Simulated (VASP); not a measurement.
# CuO (Cc) in VASP: reference runs, part 2 of 2

VASP 6.6.1.

**3. Single point, PBE (atoms moved at random, drawn with an rms of 0.05 Å)**

The input, INCAR:

```
SYSTEM = CuO
PREC     = Accurate       ! precision mode
ENCUT    = 520            ! plane-wave cutoff, eV
EDIFF    = 1E-7           ! SCF threshold, eV
ISMEAR   = -1             ! smearing method
SIGMA    = 0.05           ! smearing width, eV
LREAL    = .False.        ! projectors in reciprocal space
LASPH    = .True.         ! aspherical terms in the spheres
NELM     = 100            ! most SCF steps
ALGO     = Normal         ! electronic algorithm
ISIF     = 2              ! what is computed and relaxed
LWAVE    = .False.        ! write WAVECAR
LCHARG   = .False.        ! write CHGCAR
GGA      = PE             ! functional
NBANDS   = 25             ! bands
```

The input, KPOINTS:

```
regular mesh
0
Gamma
  10 10 5
  0 0 0
```

The input, POSCAR:

```
CuO
1.0
    2.3446497600     -1.7133998200      0.0000000000
    2.3446497600      1.7133998200      0.0000000000
   -0.8605499100      0.0000000000      5.0594394800
Cu O
2 2
Direct
    0.0121020000      0.4836040000     -0.0047640000
    0.5051430000      0.0074150000      0.4972770000
    0.5659180000      0.4117250000      0.2609880000
    0.4105470000      0.5798770000      0.7581400000
```

Potentials or basis: VASP PAW PBE potentials, release 64 (Cu, O).

On the command line:

```sh
$ cat potpaw_PBE.64/Cu/POTCAR potpaw_PBE.64/O/POTCAR > POTCAR
$ mpirun -np 1 vasp_std > vasp.out
```

OUTCAR:

```text
SYSTEM = CuO
   PREC = Accurate
   ENCUT = 520
   EDIFF = 1E-7
   ISMEAR = -1
   LREAL = .False.
   LASPH = .True.
   NELM = 100
   ISIF = 2
   GGA = PE

 ion  position               nearest neighbor table
   1  0.012  0.484  0.995-   4 1.89   3 1.94   4 1.96   3 2.07
   2  0.505  0.007  0.497-   3 1.86   3 1.95   4 1.96   4 2.04
   3  0.566  0.412  0.261-   2 1.86   1 1.94   2 1.95   1 2.07
   4  0.411  0.580  0.758-   1 1.89   1 1.96   2 1.96   2 2.04

  LATTYP: Found a base centered monoclinic cell.
 ALAT       =     4.6892995200
 B/A-ratio  =     0.7307700490
 C/A-ratio  =     1.0944283419
 COS(beta)  =    -0.1676798045

  Lattice vectors:

 A1 = (   2.3446497600,  -1.7133998200,   0.0000000000)
 A2 = (   2.3446497600,   1.7133998200,   0.0000000000)
 A3 = (  -0.8605499100,   0.0000000000,   5.0594394800)

Analysis of symmetry for initial positions (statically):
=====================================================================
 Subroutine PRICEL returns:
 Original cell was already a primitive cell.

 Routine SETGRP: Setting up the symmetry group for a
 base centered monoclinic supercell.

 Subroutine GETGRP returns: Found  1 space group operations
 (whereof  1 operations were pure point group operations)
 out of a pool of  4 trial point group operations.

The static configuration has the point symmetry C_1 .

Analysis of symmetry for dynamics (positions and initial velocities):
=====================================================================
 Subroutine PRICEL returns:
 Original cell was already a primitive cell.

 Routine SETGRP: Setting up the symmetry group for a
 base centered monoclinic supercell.

 Subroutine GETGRP returns: Found  1 space group operations
 (whereof  1 operations were pure point group operations)
 out of a pool of  4 trial point group operations.

The dynamic configuration has the point symmetry C_1 .

 Subroutine INISYM returns: Found  1 space group operations
 (whereof  1 operations are pure point group operations),
[... 119 lines left out ...]
     AMIX     =   0.40;   BMIX     =  1.00
     AMIX_MAG =   1.60;   BMIX_MAG =  1.00
  volume/ion in A,a.u.               =      10.16        68.58
  Fermi-wavevector in a.u.,A,eV,Ry     =   1.542451  2.914810 32.370379  2.379156
  Thomas-Fermi vector in A             =   2.648254
   LORBIT       =      0    0 simple, 1 ext, 2 COOP (PROOUT), +10 PAW based schemes
   GGA     = PE    functional components
   LHFCALC =     F    Hartree Fock is set to
   AEXX    =    0.0000 exact exchange contribution
   IVDW    =     0    specifies the selected vdW correction
   LEPSILON=     F    determine dielectric tensor
   LRPA    =     F    only Hartree local field effects (RPA)
 non-spin polarized calculation
  energy-cutoff  :      520.00
  volume of cell :       40.65
 maximum number of plane-waves:      1129
 NGX is ok and might be reduce to    24
   NGX = 11   NGY = 11   NGZ = 19

 number of electron      34.0000004 magnetization

 Free energy of the ion-electron system (eV)
  ---------------------------------------------------
  ext. energy  EPLUGINS =         0.00000000
  ---------------------------------------------------
  free energy    TOTEN  =       -19.42120015 eV

  energy without entropy =      -19.40214168  energy(sigma->0) =      -19.41167092

 E-fermi :   5.6785     XC(G=0): -11.8957

 val. band max:        5.6784252433   @ k =  -0.2000   0.4000  -0.4000
 cond. band min:       5.6805639999   @ k =  -0.2000  -0.4000  -0.4000
 fundamental gap:      0.0021387565
 Fermi energy:         5.6785082523

 k-point     1 :       0.0000    0.0000    0.0000
  band No.  band energies     occupation
      1     -14.2409      2.00000
      2     -12.9287      2.00000
      3      -2.4452      2.00000
      4       0.1075      2.00000
      5       0.4822      2.00000
      6       2.0997      2.00000
[... 661 lines left out ...]
     24      19.0423      0.00000
     25      20.5695      0.00000

 [... further k-points ...]

------------------------ aborting loop because EDIFF is reached ----------------------------------------

  FORCE on cell =-STRESS in cart. coord.  units (eV):
  Direction    XX          YY          ZZ          XY          YZ          ZX
  --------------------------------------------------------------------------------------
  -------------------------------------------------------------------------------------
  Total        2.0077451      1.8568704      1.8026938      0.0872010     -0.1614055     -0.7373191
  in kB       79.1316225     73.1851697     71.0498971      3.4368705     -6.3615030    -29.0600929
  external PRESSURE =      74.4555631 kB  Pullay stress =       0.0000000 kB

 VOLUME and BASIS-vectors are now :
 -----------------------------------------------------------------------------
  energy-cutoff  :      520.00
  volume of cell :       40.65
      direct lattice vectors                 reciprocal lattice vectors
     2.344649760 -1.713399820  0.000000000     0.213251467 -0.291817470  0.036271514
     2.344649760  1.713399820  0.000000000     0.213251467  0.291817470  0.036271514
    -0.860549910  0.000000000  5.059439480     0.000000000  0.000000000  0.197650353

 POSITION                                       TOTAL-FORCE (eV/Angst)
 -----------------------------------------------------------------------------------
      0.30581      0.80787      5.03534        -0.728573      0.491935      0.706659
      0.77384     -0.85281      2.51594        -0.919374     -0.308080      0.834372
      2.06764     -0.26419      1.32045         0.941053      0.219376     -0.908544
      1.66978      0.29013      3.83576         0.706895     -0.403230     -0.632487
 -----------------------------------------------------------------------------------
    total drift:                               -0.000952     -0.000447     -0.001130

  FREE ENERGIE OF THE ION-ELECTRON SYSTEM (eV)
  ---------------------------------------------------
  free  energy   TOTEN  =       -19.4212001541 eV

  energy  without entropy=      -19.4021416841  energy(sigma->0) =      -19.41167092
```

stdout:

```text
POSCAR found type information on POSCAR CuO
 POSCAR found :  2 types and       4 ions
 scaLAPACK will be used
 LDA part: xc-table for (Slater+PW92), standard interpolation
 POSCAR, INCAR and KPOINTS ok, starting setup
 FFT: planning ... GRIDC
 FFT: planning ... GRID_SOFT
 FFT: planning ... GRID
 WAVECAR not read
 entering main loop
```

It took 2.7 min on 1 thread of Intel Xeon 6975P-C (Granite Rapids), shared host; peak memory 0.32 GiB.

What came out:

| Item | Value |
| --- | --- |
| Free energy | -19.4212 eV |
| Pressure | 7.4 GPa |
| Largest force | 1.326 eV/Å |
| Band gap on the k mesh | none (metal or under the smearing width) |

Forces on the atoms (eV/Å):
```
Cu  -0.729  0.492  0.707
Cu  -0.919 -0.308  0.834
O    0.941  0.219 -0.909
O    0.707 -0.403 -0.632
```

Caveat: the run has no spin polarisation, though such a crystal can be magnetic; semilocal functionals often make such compounds metallic where correlation or magnetic order opens a gap, which also shifts bond lengths.
